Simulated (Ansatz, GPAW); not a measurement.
Given: the input of a run of Ansatz 0.2.0 on Li2S. 

The input input.yaml:

```yaml
crystal:
  lattice:
    - [0.0, 2.8445, 2.8445]
    - [2.8445, 0.0, 2.8445]
    - [2.8445, 2.8445, 0.0]
  atoms:
    - { symbol: S, position: [0.0, 0.0, 0.0] }
    - { symbol: Li, position: [0.75, 0.75, 0.75] }
    - { symbol: Li, position: [0.25, 0.25, 0.25] }
hamiltonian:
  xc: pbe
  pseudopotentials: { kind: paw }
kpoints:
  mp_grid: { grid: [8, 8, 8] }
scf:
  occupations: { method: gaussian, width: 0.016 }
output:
  forces: true
  stress: true
  eigenvalues: true
```

Potentials or basis: Ansatz PAW.

Run with:

```sh
$ ansatz run input.yaml --threads 2 --pin off --max-ram 5632MiB --backend cpu --events-out ev --progress --plain --runs-dir out
```

Q: Translate it to GPAW 26.7.0 (ASE script). Potentials or basis there: GPAW PAW data sets (gpaw-data 1.2.1), cutoff 800 eV.

A: As run (cutoffs and basis follow the program's own potentials, and thresholds, step limits or extra output files can differ):

File run.py:

```python
from ase.dft.bandgap import bandgap
from ase.io import read, write
from ase.units import GPa
from gpaw import GPAW, PW

atoms = read('POSCAR')

calc = GPAW(mode=PW(800),
            xc='PBE',
            kpts={'size': (8, 8, 8), 'gamma': True},
            occupations={'name': 'methfessel-paxton', 'order': 0, 'width': 0.016},
            nbands=12,
            convergence={'density': 1e-05, 'energy': 1e-05},
            maxiter=150,
            txt='gpaw.txt')
atoms.calc = calc
energy = atoms.get_potential_energy()
forces = atoms.get_forces()
stress = atoms.get_stress()
calc.write('gs.gpw')
write('result.traj', atoms)
print(f'Energy: {energy:.6f} eV')
print('Forces (eV/A):')
print(forces.round(4))
print('Stress (GPa):', (stress / GPa).round(3))
print('Fermi level:', round(calc.get_fermi_level(), 4), 'eV')
print(f'Gap: {bandgap(calc)[0]:.4f} eV, direct: {bandgap(calc, direct=True)[0]:.4f} eV')
```

The input POSCAR:

```
Li2S
1.0
    0.0000000000      2.8445000000      2.8445000000
    2.8445000000      0.0000000000      2.8445000000
    2.8445000000      2.8445000000      0.0000000000
S Li
1 2
Direct
    0.0000000000      0.0000000000      0.0000000000
    0.7500000000      0.7500000000      0.7500000000
    0.2500000000      0.2500000000      0.2500000000
```

Potentials or basis: GPAW PAW data sets (gpaw-data 1.2.1), pw.

Command:

```console
$ OMP_NUM_THREADS=1 python run.py
```

Both were run:

|  | Ansatz | GPAW |
| --- | --- | --- |
| Pressure | 0.4 GPa | 0.9 GPa |

Ansatz's pressure holds a Pulay term of +0.00 GPa for its cutoff of 420 eV, which the other run lacks.

The potentials hold 12 and 8 valence electrons a cell.

Where Ansatz's input types no cutoff or centring, it takes its own default and a Γ-centred mesh.

Pressure is positive in compression.
